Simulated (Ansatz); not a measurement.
**In3O2: from a trial structure to a relaxed crystal**

These are results of DFT PBE, scalar-relativistic, plane waves, PAW in Ansatz 0.2.0, not measurements. Cutoff 420 eV, Γ-centred k mesh, Gaussian smearing, no spin polarisation in the final step.

The start puts In3O2 on the anti-tetradymite structure type (R-3m, No. 166), with O in place of Bi, In in place of Te, at a guessed volume.

```
CELL_PARAMETERS angstrom
1.76971 1.02174 8.20349
-1.76971 1.02174 8.20349
0.00000 -2.04348 8.20349
ATOMIC_POSITIONS crystal
In 0.00000 0.00000 0.00000
In 0.20950 0.20950 0.20950
In 0.79050 0.79050 0.79050
O 0.40000 0.40000 0.40000
O 0.60000 0.60000 0.60000
```

Steps on the 6×6×6 mesh (5 atoms). 12 of 12 steps are shown, and the free energy counts from the last. Trial steps that were taken back and renewals of the plane-wave basis can be among the rows.

```tsv
step	ΔF (meV/atom)	V (Å³/atom)	P (GPa)	largest force component (eV/Å)
1	164.5	17.80	-1.15	2.000
2	79.7	17.91	0.79	0.594
3	53.7	18.34	-0.32	0.276
4	32.9	18.28	1.17	0.482
5	19.7	18.65	-0.45	0.079
6	15.5	18.68	-0.01	0.152
7	15.1	18.72	-0.24	0.039
8	4.9	18.72	0.42	0.041
9	1.4	19.08	0.34	0.018
10	0.3	19.08	0.37	0.018
11	0.7	19.40	-0.32	0.027
12	0.0	19.40	-0.32	0.027
```

A final relaxation ran on a 12×12×12 mesh. The relaxed crystal, R-3m (No. 166):

```
In O
1.0
     1.69524    0.97874    9.57133
    -1.69524    0.97874    9.57133
     0.00000   -1.95749    9.57133
In O
3 2
Direct
  0.00000 0.00000 0.00000
  0.21167 0.21167 0.21167
  0.78833 0.78833 0.78833
  0.42038 0.42038 0.42038
  0.57962 0.57962 0.57962
```

```yaml
Volume_per_atom: 19.1 Å³
Density: 6.6 g/cm³
Energy_over_the_elements: -0.80 eV/atom
Gap_on_the_12×12×12_mesh: 0 eV (a metal)
```

Energies over the elements count from the elements' standard structures at the same level (O₂ as a molecule), with no empirical corrections.

The final run used a 12×12×12 mesh on its 5-atom cell and 0.10 eV smearing. The k mesh leaves about 4 meV/atom of noise in metals. Weakly bound directions are ill-defined at this level, which has no dispersion term.

Symmetry constrained the relaxation, so the result can be a saddle point.

Cost: 3 runs of about 5 core-minutes in all, on Arm Neoverse V2 (shared hosts).